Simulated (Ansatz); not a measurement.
## CaSe, space group Fm-3m: a phonon calculation by linear response, step by step

Computed with Ansatz 0.2.0, Python API.

Interactive session:
```pycon
>>> from pathlib import Path
>>> import ansatz as az
>>> import numpy as np
>>> from pymatgen.core import Lattice, Structure
>>> from pymatgen.io.ase import AseAtomsAdaptor
>>> FUNCTIONAL = "PBE"
>>> SMEARING = "fixed"
>>> MESH = (6, 6, 6)
>>> pmg_structure = Structure(
...     Lattice([[0.0, 2.956, 2.956], [2.956, 0.0, 2.956], [2.956, 2.956, 0.0]]),
...     ["Ca", "Se"],
...     [
...         [0.0, 0.0, 0.0],
...         [0.5, 0.5, 0.5],
...     ],
... )
>>> crystal = az.Crystal.from_ase(AseAtomsAdaptor.get_atoms(pmg_structure))
>>> len(crystal.resolved().sites)
2
>>> setup = (
...     crystal.calculation()
...     .functional(FUNCTIONAL)
...     .occupations(SMEARING)
...     .kpoints(*MESH)
...     .phonons("dfpt", points=[(0, 0, 0), (0.5, 0.5, 0), (0, 0, 0.5)])
... )
>>> done = setup.run(threads=1, runs_dir="runs")
DeckWarning: basis.ecutwfc = 420 eV, auto-derived from the records' recommended cutoffs: set by Ca (normal level)
>>> ph = done.phonons
>>> for q in ph.qpoints:
...     thz = np.asarray(q.omega_inv_cm) / 33.35641
...     print("q = ({:.2f}, {:.2f}, {:.2f})".format(*q.q_frac), np.round(thz, 2) + 0.0, "THz")
...
q = (0.00, 0.00, 0.00) [0.   0.   0.   5.33 5.33 5.33] THz
q = (0.50, 0.50, 0.00) [2.44 2.44 3.64 5.52 5.52 5.86] THz
q = (0.00, 0.00, 0.50) [3.58 3.58 4.56 4.56 4.74 7.58] THz
```

Caveats:
- The cell isn't relaxed first, so the values belong to this volume.
- Of the deposited cell: the entry's cell lengths or inner coordinates differ somewhat from later room-temperature determinations.
- No non-analytic term is added, so at the zone centre the longitudinal optical modes of a polar crystal aren't split off.
- The structure is a deposited one; some such entries were measured under pressure or heat, so a shift against it needn't be the functional's error alone.
- Warnings are shown shortened and without file and line.
- The structure is taken as given; imaginary modes can come from an unrelaxed or unstable start.
- Finished in 33 s on 1 thread of Arm Neoverse V2, with other jobs on the host, peak memory 0.6 GiB.
